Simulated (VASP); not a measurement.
# Li (Im-3m) in VASP: a series of runs

Runs on Li. Level: PBE+D3(BJ). Tasks: single point, relaxation of cell and atoms.

All numbers are computed with VASP 6.6.1; they aren't measurements. Logs are shortened: lines on timing, memory, paths and dates and some standing lists are left out, and cuts for length are marked.

**1. The structure**

Symmetry: Im-3m, No. 229, cubic system. The conventional cell has a = 3.321 Å, b = 3.321 Å, c = 3.321 Å, α = 90.00°, β = 90.00°, γ = 90.00°. Li (site symmetry m-3m) has 8 Li at 2.88 Å as nearest neighbours.

**2. Single point, PBE+D3(BJ)**

INCAR

```
PREC     = Accurate       # precision mode
ENCUT    = 520            # plane-wave cutoff, eV
EDIFF    = 1E-6           # SCF threshold, eV
ISMEAR   = 0              # smearing method
SIGMA    = 0.1            # smearing width, eV
LREAL    = False          # projectors in reciprocal space
LASPH    = True           # aspherical terms in the spheres
NELM     = 100            # most SCF steps
ALGO     = Normal         # electronic algorithm
ISIF     = 2              # what is computed and relaxed
LWAVE    = False          # write WAVECAR
LCHARG   = False          # write CHGCAR
GGA      = PE             # functional
IVDW     = 12             # dispersion correction
NBANDS   = 8              # bands
```

KPOINTS

```
Automatic mesh
0
Gamma
  18 18 18
```

POSCAR

```
Li
1.0
   -1.6605382390      1.6605382390      1.6605382390
    1.6605382390     -1.6605382390      1.6605382390
    1.6605382390      1.6605382390     -1.6605382390
Li
1
Direct
    0.0000000000      0.0000000000      0.0000000000
```

Potentials or basis: VASP PAW PBE potentials, release 64 (Li_sv).

Command:

```console
$ cat potpaw_PBE.64/Li_sv/POTCAR > POTCAR
$ mpirun -np 1 vasp_std > vasp.out
```

OUTCAR:

```text
PREC = Accurate
   ENCUT = 520
   EDIFF = 1E-6
   ISMEAR = 0
   LREAL = False
   LASPH = True
   NELM = 100
   ISIF = 2
   GGA = PE
   IVDW = 12
 IVDW          = 12

 ion  position               nearest neighbor table
   1  0.000  0.000  0.000-

  LATTYP: Found a body centered cubic cell.
 ALAT       =     3.3210764780

  Lattice vectors:

 A1 = (  -1.6605382390,   1.6605382390,   1.6605382390)
 A2 = (   1.6605382390,  -1.6605382390,   1.6605382390)
 A3 = (   1.6605382390,   1.6605382390,  -1.6605382390)

Analysis of symmetry for initial positions (statically):
=====================================================================
 Subroutine PRICEL returns:
 Original cell was already a primitive cell.

 Routine SETGRP: Setting up the symmetry group for a
 body centered cubic supercell.

 Subroutine GETGRP returns: Found 48 space group operations
 (whereof 48 operations were pure point group operations)
 out of a pool of 48 trial point group operations.

The static configuration has the point symmetry O_h .

Analysis of symmetry for dynamics (positions and initial velocities):
=====================================================================
 Subroutine PRICEL returns:
 Original cell was already a primitive cell.

 Routine SETGRP: Setting up the symmetry group for a
 body centered cubic supercell.

 Subroutine GETGRP returns: Found 48 space group operations
 (whereof 48 operations were pure point group operations)
 out of a pool of 48 trial point group operations.

The dynamic configuration has the point symmetry O_h .

 Subroutine INISYM returns: Found 48 space group operations
 (whereof 48 operations are pure point group operations),
 and found     1 'primitive' translations

----------------------------------------------------------------------------------------

                                     Primitive cell

  volume of cell :      18.3150

  direct lattice vectors                    reciprocal lattice vectors
    -1.660538239  1.660538239  1.660538239     0.000000000  0.301107188  0.301107188
     1.660538239 -1.660538239  1.660538239     0.301107188  0.000000000  0.301107188
     1.660538239  1.660538239 -1.660538239     0.301107188  0.301107188  0.000000000

  length of vectors
     2.876136598  2.876136598  2.876136598     0.425829869  0.425829869  0.425829869

  position of ions in fractional coordinates (direct lattice)
     0.000000000  0.000000000  0.000000000

  ion indices of the primitive-cell ions
   primitive index   ion index
                 1           1

----------------------------------------------------------------------------------------

 KPOINTS: Automatic mesh

Automatic generation of k-mesh.
 Grid dimensions read from file:
 generate k-points for:   18   18   18

 Generating k-lattice:

  Cartesian coordinates                     Fractional coordinates (reciprocal lattice)
     0.000000000  0.016728177  0.016728177     0.055555556  0.000000000  0.000000000
     0.016728177  0.000000000  0.016728177     0.000000000  0.055555556  0.000000000
     0.016728177  0.016728177  0.000000000     0.000000000  0.000000000  0.055555556

  Length of vectors
     0.023657215  0.023657215  0.023657215

  Shift w.r.t. Gamma in fractional coordinates (k-lattice)
     0.000000000  0.000000000  0.000000000

 Subroutine IBZKPT returns following result:
 ===========================================

 Found    195 irreducible k-points:

 Following reciprocal coordinates:
            Coordinates               Weight
  0.000000  0.000000  0.000000      1.000000
  0.055556  0.000000  0.000000     12.000000
  0.111111  0.000000  0.000000     12.000000
  0.166667  0.000000  0.000000     12.000000
  0.222222  0.000000  0.000000     12.000000
  0.277778  0.000000  0.000000     12.000000
[... 16 lines left out ...]
  0.333333  0.111111  0.000000     48.000000
  0.388889  0.111111  0.000000     48.000000
 [... further k-points ...]
   k-points           NKPTS =    195   k-points in BZ     NKDIM =    195   number of bands    NBANDS=      8
   number of dos      NEDOS =    301   number of ions     NIONS =      1
   total plane-waves  NPLWV =  13824
   dimension x,y,z NGX =    24 NGY =   24 NGZ =   24
   dimension x,y,z NGXF=    48 NGYF=   48 NGZF=   48
   ions per type =               1
   NGX,Y,Z   is equivalent  to a cutoff of  13.87, 13.87, 13.87 a.u.
   NGXF,Y,Z  is equivalent  to a cutoff of  27.74, 27.74, 27.74 a.u.
 SYSTEM =  unknown system
   PREC   = accura    normal or accurate (medium, high low for compatibility)
   ISTART =      0    job   : 0-new  1-cont  2-samecut
   ICHARG =      2    charge: 1-file 2-atom 10-const
   ISPIN  =      1    spin polarized calculation?
   LNONCOLLINEAR =      F non collinear calculations
   LSORBIT =      F    spin-orbit coupling
   LASPH  =      T    aspherical Exc in radial PAW
   ENCUT  =  520.0 eV  38.22 Ry    6.18 a.u.   5.35  5.35  5.35*2*pi/ulx,y,z
   NELM   =    100;   NELMIN=  2; NELMDL= -5     # of ELM steps
   EDIFF  = 0.1E-05   stopping-criterion for ELM
   LREAL  =      F    real-space projection
   EDIFFG = 0.1E-04   stopping-criterion for IOM
   NSW    =      0    number of steps for IOM
   IBRION =     -1    ionic relax: 0-MD 1-quasi-New 2-CG
   NFREE  =      0    steps in history (QN), initial steepest desc. (CG)
   ISIF   =      2    stress and relaxation
   ISYM   =      2    0-nonsym 1-usesym 2-fastsym
   POTIM  = 0.5000    time-step for ionic-motion
   TEBEG  =    0.0;   TEEND  =   0.0 temperature during run
   PSTRESS=    0.0 pullay stress
   NELECT =       3.0000    total number of electrons
   NUPDOWN=      -1.0000    fix difference up-down
   EMIN   =  10.00;   EMAX   =-10.00  energy-range for DOS
   EFERMI =   0.00;   METHOD = LEGACY
   ISMEAR =     0;   SIGMA  =   0.10  broadening in eV -4-tet -1-fermi 0-gaus
   EFERMI_NEDOS =   21; number of points for ismear=-14 and -15
   IALGO  =     38    algorithm
   IMIX   =      4    mixing-type and parameters
     AMIX     =   0.40;   BMIX     =  1.00
     AMIX_MAG =   1.60;   BMIX_MAG =  1.00
  volume/ion in A,a.u.               =      18.31       123.60
  Fermi-wavevector in a.u.,A,eV,Ry     =   0.895735  1.692694 10.916523  0.802342
  Thomas-Fermi vector in A             =   2.018105
   LORBIT       =      0    0 simple, 1 ext, 2 COOP (PROOUT), +10 PAW based schemes
   GGA     = PE    functional components
   LHFCALC =     F    Hartree Fock is set to
   AEXX    =    0.0000 exact exchange contribution
   IVDW    =    12    specifies the selected vdW correction
   LEPSILON=     F    determine dielectric tensor
   LRPA    =     F    only Hartree local field effects (RPA)
 non-spin polarized calculation
 Gauss-broadening in eV      SIGMA  =   0.10
  energy-cutoff  :      520.00
  volume of cell :       18.31
 maximum number of plane-waves:       531
 NGX is ok and might be reduce to    24
   NGX = 11   NGY = 11   NGZ = 11

 number of electron       3.0000002 magnetization

 Free energy of the ion-electron system (eV)
  ---------------------------------------------------
  ext. energy  EPLUGINS =         0.00000000
  ---------------------------------------------------
  free energy    TOTEN  =        -1.89634032 eV

  energy without entropy =       -1.89383112  energy(sigma->0) =       -1.89508572

 E-fermi :   0.9286     XC(G=0):  -7.2958

 val. band max:        0.9064366563   @ k =   0.2778   0.2222   0.0000
 cond. band min:       0.9538013531   @ k =   0.3333   0.1667   0.0000
 fundamental gap:      0.0473646967
 Fermi energy:         0.9285950735

 k-point     1 :       0.0000    0.0000    0.0000
  band No.  band energies     occupation
      1     -45.4395      2.00000
      2      -2.7683      2.00000
      3      16.6238      0.00000
      4      16.6238      0.00000
      5      16.6238      0.00000
      6      21.6101      0.00000
      7      21.6101      0.00000
      8      21.6102      0.00000

 k-point     2 :       0.0556    0.0000    0.0000
  band No.  band energies     occupation
      1     -45.4384      2.00000
      2      -2.7074      2.00000
      3      16.1943      0.00000
      4      16.2893      0.00000
      5      16.5096      0.00000
      6      20.5273      0.00000
      7      20.7111      0.00000
      8      21.9084      0.00000

 k-point     3 :       0.1111    0.0000    0.0000
  band No.  band energies     occupation
      1     -45.4359      2.00000
      2      -2.5262      2.00000
      3      14.9073      0.00000
      4      15.5442      0.00000
      5      16.1808      0.00000
      6      19.4495      0.00000
      7      19.5178      0.00000
      8      21.4644      0.00000

 k-point     4 :       0.1667    0.0000    0.0000
  band No.  band energies     occupation
      1     -45.4321      2.00000
      2      -2.2238      2.00000
      3      13.1038      0.00000
      4      14.7108      0.00000
      5      15.6972      0.00000
      6      18.4477      0.00000
      7      18.9866      0.00000
      8      21.4145      0.00000

 k-point     5 :       0.2222    0.0000    0.0000
  band No.  band energies     occupation
      1     -45.4273      2.00000
      2      -1.8003      2.00000
      3      11.1897      0.00000
      4      13.9329      0.00000
      5      15.1536      0.00000
      6      17.5337      0.00000
      7      18.8460      0.00000
      8      21.6937      0.00000
[... 177 lines left out ...]
 k-point    22 :       0.2778    0.1111    0.0000
  band No.  band energies     occupation
      1     -45.4164      2.00000
      2      -0.4174      2.00000
      3       7.7002      0.00000
      4      11.4014      0.00000
      5      13.2233      0.00000
      6      18.2941      0.00000
      7      19.2872      0.00000
      8      23.0414      0.00000

 k-point    23 :       0.3333    0.1111    0.0000
  band No.  band energies     occupation
      1     -45.4128      2.00000
      2       0.3182      2.00000
      3       6.2171      0.00000
      4      11.0337      0.00000
      5      12.8751      0.00000
      6      18.0139      0.00000
      7      19.5672      0.00000
      8      23.7585      0.00000

 k-point    24 :       0.3889    0.1111    0.0000
  band No.  band energies     occupation
      1     -45.4104      2.00000
      2       1.0324      0.14198
      3       5.0492      0.00000
      4      10.8118      0.00000
      5      12.6625      0.00000
      6      17.8322      0.00000
      7      19.8104      0.00000
      8      24.5123      0.00000

 [... further k-points ...]

------------------------ aborting loop because EDIFF is reached ----------------------------------------

 Edisp (eV)   -0.18708

 E8    (eV) :    -0.0777

  FORCE on cell =-STRESS in cart. coord.  units (eV):
  Direction    XX          YY          ZZ          XY          YZ          ZX
  --------------------------------------------------------------------------------------
  -------------------------------------------------------------------------------------
  Total      -0.00969    -0.00969    -0.00969     0.00000     0.00000    -0.00000
  in kB      -0.84799    -0.84799    -0.84799     0.00000     0.00000    -0.00000
  external pressure =       -0.85 kB  Pullay stress =        0.00 kB

 VOLUME and BASIS-vectors are now :
 -----------------------------------------------------------------------------
  energy-cutoff  :      520.00
  volume of cell :       18.31
      direct lattice vectors                 reciprocal lattice vectors
    -1.660538239  1.660538239  1.660538239     0.000000000  0.301107188  0.301107188
     1.660538239 -1.660538239  1.660538239     0.301107188  0.000000000  0.301107188
     1.660538239  1.660538239 -1.660538239     0.301107188  0.301107188  0.000000000

 POSITION                                       TOTAL-FORCE (eV/Angst)
 -----------------------------------------------------------------------------------
      0.00000      0.00000      0.00000         0.000000      0.000000      0.000000
 -----------------------------------------------------------------------------------
    total drift:                                0.000000      0.000000     -0.000000

  FREE ENERGIE OF THE ION-ELECTRON SYSTEM (eV)
  ---------------------------------------------------
  free  energy   TOTEN  =        -2.0834225496 eV

  energy  without entropy=       -2.0809133542  energy(sigma->0) =       -2.08216795
```

It took 7.2 s on 1 thread of Intel Xeon 6975P-C (Granite Rapids), shared host; peak memory 0.15 GiB.

What came out:

```yaml
Free_energy: -2.0834 eV
Band_gap_on_the_k_mesh: none (metal or under the smearing width)
Dispersion_energy_per_atom: -0.187 eV
```

Levels at points of the mesh, in eV from the Fermi level:
```csv
k point,band 1,band 2,band 3,band 4,band 5
"(0.00, 0.00, 0.00)",-46.37,-3.70,15.70,15.70,15.70
"(0.50, 0.00, 0.00)",-46.34,0.21,3.60,11.11,12.66
"(0.50, 0.50, 0.50)",-46.32,5.89,5.89,5.89,8.23
```

Caveat: the cutoff is under 1.25 times the usual one of these potentials, so pressure, stress and relaxed cells hold a basis-set (Pulay) error; pairwise dispersion overbinds metals, which lowers pressure and volume.

(Part 1 of 2 ends here.)
